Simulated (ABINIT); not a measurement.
# CoO (I4/mmm) in ABINIT: relaxation of cell and atoms with PBE

Aim: the relaxation of cell and atoms of CoO with PBE.

Everything below comes from runs of ABINIT 10.8.3 (patched build). Logs are shortened: lines on timing, memory, paths and dates and some standing lists are left out, and cuts for length are marked. The log counts tension as positive stress, the text compression.

## 1. The crystal as given

Symmetry: I4/mmm, No. 139, tetragonal system. Conventional cell: a = 3.016 Å, b = 3.016 Å, c = 4.215 Å, α = 90.00°, β = 90.00°, γ = 90.00°. Co (site symmetry 4/mmm) is surrounded by 6 O at 2.11 to 2.13 Å. Around O (site symmetry 4/mmm) lie 6 Co at 2.11 to 2.13 Å.

## 2. Relaxation of cell and atoms, PBE, collinear spin, ferromagnetic start

run.abi reads:

```
# Pseudopotentials
pp_dirpath "./"
pseudos "Co.GGA_PBE-ansatz.xml, O.GGA_PBE-ansatz.xml"

# Structure
acell 5.665597703 5.665597703 5.665597703
rprim
    -0.5029844999     0.5029844999     0.7028607157
     0.5029844999    -0.5029844999     0.7028607157
     0.5029844999     0.5029844999    -0.7028607157
ntypat 2
znucl 27 8
natom 2
typat 1 2
chkprim 0
chksymtnons 0
tolsym 1.0e-6
xred
            0.0            0.0            0.0
            1/2            1/2            0.0

# Plane-wave basis
ecut 16.0
pawecutdg 32.0
pawxcdev 0
pawovlp -1
ecutsm 0.5

# k points
kptopt 1
ngkpt 9 9 9
nshiftk 1
shiftk 0.0 0.0 0.0

# Exchange and correlation
ixc 11

# Bands and occupations
nband 16
occopt 3
tsmear 0.00183747

# Spin
nsppol 2
spinat
     0.0000000000     0.0000000000     2.0000000000
     0.0000000000     0.0000000000     0.0000000000

# SCF cycle
nstep 80
tolvrs 1.0e-10

# Output
iomode 3
prteig 0
prtebands 0
prtwf 0
prtden 0

# Relaxation
ionmov 2
optcell 2
ntime 50
tolmxf 2.0e-5
dilatmx 1.08
```

Potentials or basis: Ansatz PAW PBE default generated set, frozen core.

Started as:

```
$ abinit run.abi > log 2>&1
```

run.abo:

```text
[... set-up lines left out ...]
 ETOT  1  -161.47033933133    -1.615E+02 1.610E+01 1.241E+01 8.249E-01 8.249E-01
 ETOT  2  -162.45686999779    -9.865E-01 9.880E-02 1.301E+01 9.308E-01 1.756E+00
 ETOT  3  -162.48261471820    -2.574E-02 2.185E-02 3.135E+00 1.098E-01 1.646E+00
 ETOT  4  -162.49688014532    -1.427E-02 5.795E-03 5.891E+00 4.236E-01 2.070E+00
 ETOT  5  -162.50022427487    -3.344E-03 3.163E-03 2.806E+00 1.525E-02 2.081E+00
 ETOT  6  -162.50438878762    -4.165E-03 4.395E-03 2.345E+00 1.411E-01 2.222E+00
 ETOT  7  -162.50781032290    -3.422E-03 1.191E-03 1.733E+00 1.924E-01 2.415E+00
 ETOT  8  -162.51116638263    -3.356E-03 7.656E-04 2.338E-01 2.418E-01 2.657E+00
 ETOT  9  -162.51183412298    -6.677E-04 5.771E-04 6.773E-02 4.361E-02 2.613E+00
 ETOT 10  -162.51184886573    -1.474E-05 1.342E-04 3.582E-02 6.763E-02 2.545E+00
 ETOT 11  -162.51190539043    -5.652E-05 2.673E-04 2.019E-02 2.558E-02 2.571E+00
 ETOT 12  -162.51192476344    -1.937E-05 7.444E-05 4.548E-03 9.740E-03 2.581E+00
 ETOT 13  -162.51192985240    -5.089E-06 2.164E-04 1.482E-03 1.211E-02 2.593E+00
 ETOT 14  -162.51193072758    -8.752E-07 4.389E-05 2.745E-04 5.833E-03 2.587E+00
 ETOT 15  -162.51193109137    -3.638E-07 6.691E-05 9.151E-06 3.666E-03 2.591E+00
 ETOT 16  -162.51193108260     8.778E-09 5.492E-05 4.133E-06 1.602E-04 2.591E+00
 ETOT 17  -162.51193108254     5.892E-11 5.150E-05 1.105E-06 1.051E-04 2.590E+00
 ETOT 18  -162.51193108332    -7.833E-10 1.909E-05 2.060E-07 2.082E-04 2.590E+00
 ETOT 19  -162.51193108320     1.172E-10 8.731E-05 6.408E-08 7.014E-05 2.590E+00
 ETOT 20  -162.51193108317     2.896E-11 2.113E-05 1.052E-08 2.798E-06 2.590E+00
 ETOT 21  -162.51193108317     2.018E-12 8.770E-05 1.968E-09 2.125E-05 2.590E+00
 ETOT 22  -162.51193108317     1.364E-12 2.131E-05 3.485E-10 7.026E-06 2.590E+00
 ETOT 23  -162.51193108317    -3.695E-13 8.019E-05 4.988E-12 1.927E-06 2.590E+00

 At SCF step   23       nres2   =  4.99E-12 < tolvrs=  1.00E-10 =>converged.

 Cartesian components of stress tensor (hartree/bohr^3)
  sigma(1 1)=  1.02394463E-05  sigma(3 2)=  0.00000000E+00
  sigma(2 2)=  1.02394463E-05  sigma(3 1)=  0.00000000E+00
  sigma(3 3)=  9.36482156E-06  sigma(2 1)=  0.00000000E+00

--- !ResultsGS
iteration_state: {dtset: 1, itime: 1, icycle: 1, }
comment   : Summary of ground state results
lattice_vectors:
- [ -2.8497078,   2.8497078,   3.9821261, ]
- [  2.8497078,  -2.8497078,   3.9821261, ]
- [  2.8497078,   2.8497078,  -3.9821261, ]
lattice_lengths: [   5.66560,    5.66560,    5.66560, ]
lattice_angles: [119.605, 119.605,  90.686, ] # degrees, (23, 13, 12)
lattice_volume:   1.2935275E+02
convergence: {deltae: -3.695E-13, res2:  4.988E-12, residm:  8.019E-05, diffor: null, }
etotal    :  -1.62511931E+02
entropy   :   0.00000000E+00
fermie    :   3.11729214E-01
cartesian_stress_tensor: # hartree/bohr^3
- [  1.02394463E-05,   0.00000000E+00,   0.00000000E+00, ]
- [  0.00000000E+00,   1.02394463E-05,   0.00000000E+00, ]
- [  0.00000000E+00,   0.00000000E+00,   9.36482156E-06, ]
pressure_GPa:  -2.9268E-01
xred      :
- [  0.0000E+00,   0.0000E+00,   0.0000E+00, Co]
- [  5.0000E-01,   5.0000E-01,  -1.2569E-18,  O]
cartesian_forces: # hartree/bohr
- [ -0.00000000E+00,  -0.00000000E+00,  -0.00000000E+00, ]
- [ -0.00000000E+00,  -0.00000000E+00,  -0.00000000E+00, ]
force_length_stats: {min:   0.00000000E+00, max:   0.00000000E+00, mean:   0.00000000E+00, }
[... 767 lines left out ...]
 Cartesian coordinates (xcart) [bohr]
  0.00000000000000E+00  0.00000000000000E+00  0.00000000000000E+00
  2.18479643992507E-16 -2.25609565857556E-16  4.01164943739808E+00
 Reduced coordinates (xred)
  0.00000000000000E+00  0.00000000000000E+00  0.00000000000000E+00
  5.00000000000000E-01  5.00000000000000E-01 -1.25693446976793E-18
 Cartesian forces (fcart) [Ha/bohr]; max,rms= 0.00000E+00 0.00000E+00 (free atoms)
 -0.00000000000000E+00 -0.00000000000000E+00 -0.00000000000000E+00
 -0.00000000000000E+00 -0.00000000000000E+00 -0.00000000000000E+00
 Gradient of E wrt nuclear positions in reduced coordinates (gred)
  0.00000000000000E+00  0.00000000000000E+00 -0.00000000000000E+00
  0.00000000000000E+00  0.00000000000000E+00 -0.00000000000000E+00
 Scale of Primitive Cell (acell) [bohr]
  5.67289905721703E+00  5.67289905721703E+00  5.67289905721703E+00
 Real space primitive translations (rprimd) [bohr]
 -2.83623451999280E+00  2.83623451999280E+00  4.01164943739808E+00
  2.83623451999280E+00 -2.83623451999280E+00  4.01164943739808E+00
  2.83623451999280E+00  2.83623451999280E+00 -4.01164943739808E+00
 Unitary Cell Volume (ucvol) [Bohr^3]=  1.29082462878954E+02
 Angles (23,13,12)= [degrees]
  1.20005014958196E+02  1.20005014958196E+02  8.99913140570586E+01
 Lengths [Bohr]
  5.67289905721703E+00  5.67289905721703E+00  5.67289905721703E+00
 Stress tensor in cartesian coordinates (strten) [Ha/bohr^3]
 -2.64234832625387E-08  0.00000000000000E+00  0.00000000000000E+00
  0.00000000000000E+00 -2.64234832278443E-08  0.00000000000000E+00
  0.00000000000000E+00  0.00000000000000E+00  6.73127733413770E-09
 Total energy (etotal) [Ha]= -1.62511933202428E+02

 Difference of energy with previous step (new-old):
           Absolute (Ha)=-2.56352E-09
           Relative     =-1.57744E-11

 At Broyd/MD step   8, gradients are converged :
  max grad (force/stress) = 2.6423E-06 < tolmxf= 2.0000E-05 ha/bohr (free atoms)

================================================================================

 ----iterations are completed or convergence reached----

 Mean square residual over all n,k,spin=   59.255E-14; max=  95.916E-11
 reduced coordinates (array xred) for    2 atoms
       0.000000000000      0.000000000000      0.000000000000
       0.500000000000      0.500000000000     -0.000000000000
 rms dE/dt=  0.0000E+00; max dE/dt=  0.0000E+00; dE/dt below (all hartree)
    1       0.000000000000      0.000000000000      0.000000000000
    2       0.000000000000      0.000000000000      0.000000000000

 cartesian coordinates (angstrom) at end:
    1      0.00000000000000     0.00000000000000     0.00000000000000
    2      0.00000000000000    -0.00000000000000     2.12287345896272

 cartesian forces (hartree/bohr) at end:
    1     -0.00000000000000    -0.00000000000000    -0.00000000000000
    2     -0.00000000000000    -0.00000000000000    -0.00000000000000
 frms,max,avg= 0.0000000E+00 0.0000000E+00   0.000E+00  0.000E+00  0.000E+00 h/b

 cartesian forces (eV/Angstrom) at end:
    1     -0.00000000000000    -0.00000000000000    -0.00000000000000
    2     -0.00000000000000    -0.00000000000000    -0.00000000000000
 frms,max,avg= 0.0000000E+00 0.0000000E+00   0.000E+00  0.000E+00  0.000E+00 e/A
 length scales=  5.672899057217  5.672899057217  5.672899057217 bohr
              =  3.001968898796  3.001968898796  3.001968898796 angstroms
 Fermi (or HOMO) energy (hartree) =   0.31283   Average Vxc (hartree)=  -0.45261
 Magnetization (Bohr magneton)=  2.87664818E+00
 Total spin up =  1.29383241E+01   Total spin down =  1.00616759E+01
 Eigenvalues (hartree) for nkpt=  75  k points, SPIN UP:
 kpt#   1, nband= 16, wtk=  0.00137, kpt=  0.0000  0.0000  0.0000 (reduced coord)
  -3.24641   -1.89644   -1.89644   -1.89640   -0.43529    0.19255    0.19256    0.19422
   0.19422    0.19424    0.19955    0.19961    0.19961    0.34800    0.92843    0.97742
      occupation numbers for kpt#   1
   1.00000    1.00000    1.00000    1.00000    1.00000    1.00000    1.00000    1.00000
   1.00000    1.00000    1.00000    1.00000    1.00000    0.00000    0.00000    0.00000
 prteigrs : prtvol=0 or 1, do not print more k-points.

 Eigenvalues (hartree) for nkpt=  75  k points, SPIN DOWN:
 kpt#   1, nband= 16, wtk=  0.00137, kpt=  0.0000  0.0000  0.0000 (reduced coord)
  -3.13536   -1.78775   -1.78775   -1.78773   -0.41788    0.21364    0.21364    0.21366
   0.27136    0.27138    0.27138    0.31532    0.31534    0.36769    0.92493    0.99639
      occupation numbers for kpt#   1
   1.00000    1.00000    1.00000    1.00000    1.00000    1.00000    1.00000    1.00000
   1.00000    1.00000    1.00000    0.20440    0.20266    0.00000    0.00000    0.00000
 prteigrs : prtvol=0 or 1, do not print more k-points.

--- !EnergyTerms
iteration_state     : {dtset: 1, itime: 8, icycle: 1, }
comment             : Components of total free energy in Hartree
kinetic             :  2.27061179402108E+01
hartree             :  5.16035956227921E+01
xc                  : -8.40547338323930E+00
Ewald energy        : -1.06724102644170E+02
psp_core            :  4.72198241016377E+00
local_psp           : -1.30354119175465E+02
PAW spherical_terms :  3.94134694043065E+00
internal            : -1.62510652289277E+02
'-kT*entropy'       : -1.28079069473613E-03
total_energy        : -1.62511933079972E+02
total_energy_eV     : -4.42217498062013E+03
...

--- !EnergyTermsDC
iteration_state     : {dtset: 1, itime: 8, icycle: 1, }
comment             : '"Double-counting" decomposition of free energy'
band_energy         : -1.57844492204397E+01
Ewald energy        : -1.06724102644170E+02
psp_core            :  4.72198241016377E+00
xc_dc               : -4.92064132691131E+01
PAW spherical_terms :  4.48233031182581E+00
internal            : -1.62510652411733E+02
'-kT*entropy'       : -1.28079069473613E-03
total_energy_dc     : -1.62511933202428E+02
total_energy_dc_eV  : -4.42217498395234E+03
...

--- !EnergyTermsWithPAWCore
iteration_state     : {dtset: 1, itime: 8, icycle: 1, }
comment             : 'Components of total free energy, including PAW core contributions'
Total energy        : -1.45773848267701E+03
Total energy DC     : -1.45773848279947E+03
Total energy (eV)   : -3.96670848977545E+04
Total energy DC (eV): -3.96670849010867E+04
...

 Cartesian components of stress tensor (hartree/bohr^3)
  sigma(1 1)= -2.64234833E-08  sigma(3 2)=  0.00000000E+00
  sigma(2 2)= -2.64234832E-08  sigma(3 1)=  0.00000000E+00
  sigma(3 3)=  6.73127733E-09  sigma(2 1)=  0.00000000E+00

-Cartesian components of stress tensor (GPa)         [Pressure=  4.5226E-04 GPa]
- sigma(1 1)= -7.77405717E-04  sigma(3 2)=  0.00000000E+00
- sigma(2 2)= -7.77405716E-04  sigma(3 1)=  0.00000000E+00
- sigma(3 3)=  1.98041017E-04  sigma(2 1)=  0.00000000E+00

== END DATASET(S) ==============================================================
================================================================================

 -outvars: echo values of variables after computation  --------
            acell      5.6728990572E+00  5.6728990572E+00  5.6728990572E+00 Bohr
           etotal     -1.6251193320E+02
            fcart     -0.0000000000E+00 -0.0000000000E+00 -0.0000000000E+00
                      -0.0000000000E+00 -0.0000000000E+00 -0.0000000000E+00
            rprim     -4.9996209899E-01  4.9996209899E-01  7.0716037725E-01
                       4.9996209899E-01 -4.9996209899E-01  7.0716037725E-01
                       4.9996209899E-01  4.9996209899E-01 -7.0716037725E-01
           strten     -2.6423483263E-08 -2.6423483228E-08  6.7312773341E-09
                       0.0000000000E+00  0.0000000000E+00  0.0000000000E+00
           xangst      0.0000000000E+00  0.0000000000E+00  0.0000000000E+00
                       1.1561444857E-16 -1.1938744073E-16  2.1228734590E+00
             xred      0.0000000000E+00  0.0000000000E+00  0.0000000000E+00
                       5.0000000000E-01  5.0000000000E-01 -1.2569344698E-18
 Calculation completed.
```

Wall time 6.7 min (1 thread of Intel Xeon 6975P-C (Granite Rapids), shared host); peak memory 0.34 GiB.

Results:

```yaml
Free_energy: -4422.1750 eV
Relaxed_volume: 9.56 Å³/atom
Relaxed_cell: a = 3.002 Å, b = 3.002 Å, c = 3.002 Å, α = 120.01°, β = 120.01°, γ = 89.99°
Space_group_after_relaxing_to_0.05_Å: Fm-3m (No. 225)
Energy_gained_by_relaxing: 0.0 meV/atom
Ionic_steps: 8
Pressure_after_relaxing: 0.0 GPa
Band_gap_on_the_k_mesh: none (metal or under the smearing width)
Net_moment: 2.88 μB per cell
Site_moments: Co +2.59; O +0.30 μB
```

Final structure:
```
Co O
1.0
    -1.50087    1.50087    2.12287
     1.50087   -1.50087    2.12287
     1.50087    1.50087   -2.12287
Co O
1 1
Direct
  0.00000 0.00000 0.00000
  0.50000 0.50000 0.00000
```

Caveat: a cell with one magnetic atom can't hold antiferromagnetic order, which such compounds often take; semilocal functionals often make such compounds metallic where correlation or magnetic order opens a gap, which also shifts bond lengths; the atomic spheres overlap. With open d or f shells a metallic result of PBE can be an artefact of self-interaction; +U or a hybrid may open a gap.
